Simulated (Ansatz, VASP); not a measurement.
**Two plane-wave programs on Se**

Contents of INCAR:

```
PREC     = Accurate       # precision mode
ENCUT    = 520            # plane-wave cutoff, eV
EDIFF    = 1E-6           # SCF threshold, eV
ISMEAR   = 0              # smearing method
SIGMA    = 0.1            # smearing width, eV
LREAL    = F              # projectors in reciprocal space
LASPH    = T              # aspherical terms in the spheres
NELM     = 100            # most SCF steps
ALGO     = Normal         # electronic algorithm
ISIF     = 2              # what is computed and relaxed
LWAVE    = F              # write WAVECAR
LCHARG   = T              # write CHGCAR
GGA      = PE             # functional
IVDW     = 12             # dispersion correction
LELF     = T              # ELF
LVHAR    = T            
NBANDS   = 16             # bands
```

KPOINTS

```
Automatic mesh
0
Gamma
  6 6 4
```

The input POSCAR:

```
Se
1.0
    4.3661999489      0.0000000000      0.0000000000
   -2.1830999745      3.7812400738      0.0000000000
    0.0000000000      0.0000000000      4.9536000000
Se
3
Direct
    0.2254000000      0.0000000000      0.3333333333
    0.0000000000      0.2254000000      0.6666666667
    0.7746000000      0.7746000000      0.0000000000
```

Input for Ansatz:

```yaml
crystal:
  lattice:
    - [4.3661999489, 0.0, 0.0]
    - [-2.1830999745, 3.7812400738, 0.0]
    - [0.0, 0.0, 4.9536]
  atoms:
    - { symbol: Se, position: [0.2254, 0.0, 0.3333333333] }
    - { symbol: Se, position: [0.0, 0.2254, 0.6666666667] }
    - { symbol: Se, position: [0.7746, 0.7746, 0.0] }
basis:
  ecutwfc: 420
kpoints:
  mp_grid: { grid: [6, 6, 4] }
hamiltonian:
  xc: pbe
  dispersion: d3bj
scf:
  occupations: { method: gaussian, width: 0.1 }
output:
  forces: true
  stress: true
  eigenvalues: true
```

Alike in both runs: task single point; functional PBE; dispersion D3(BJ); k mesh 6 × 6 × 4; occupations gaussian, width 0.1 eV; no spin polarisation.

```csv
,VASP,Ansatz
version,VASP 6.6.1,Ansatz 0.2.0
potentials or method,"VASP PAW PBE potentials, release 64 (Se)","scalar-relativistic, plane waves, PAW"
plane-wave cutoff (eV),520,420
valence electrons in the cell,18,48
```

```tsv
	VASP	Ansatz	Ansatz less VASP
gap on the k mesh at the Fermi level (eV)	1.01	1.02	+0.012
least direct gap on the mesh (eV)	1.24	1.25	+0.011
pressure (GPa)	0.9	0.7	-0.13
largest component of the traceless stress (GPa)	1.30	1.25	-0.048
rms of the force components (eV/Å)	0.259	0.241	-0.0189
```

Atom by atom the forces differ by 0.019 eV/Å (rms over components). With one functional, cell and mesh, what is left measures potentials, basis and numerics. The two sets of potentials don't hold the same shells in valence.

A k mesh can miss the band edges. Expect the measured gap to be larger: semilocal functionals such as PBE lack the derivative discontinuity.
